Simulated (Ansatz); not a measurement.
# diamond against fcc along group 5

All numbers below come from DFT, LDA (PW92), plane waves (420 eV) with PAW, scalar-relativistic (Ansatz 0.2.0). The PAW files were generated under PBE, with cores re-solved for the functional.

Each structure is relaxed within its symmetry, in the lowest magnetic state of the tried starts. Differences under about 8 meV lie within the error of the k-point mesh.

```csv
element,E(diamond) − E(fcc) (meV/atom),V(diamond) (Å³/atom),V(fcc) (Å³/atom),state of diamond,state of fcc
V,2128,16.60,12.98,spin not included,spin not included
Nb,2247,23.85,17.77,spin not included,spin not included
Ta,2715,26.12,17.76,spin not included,spin not included
```
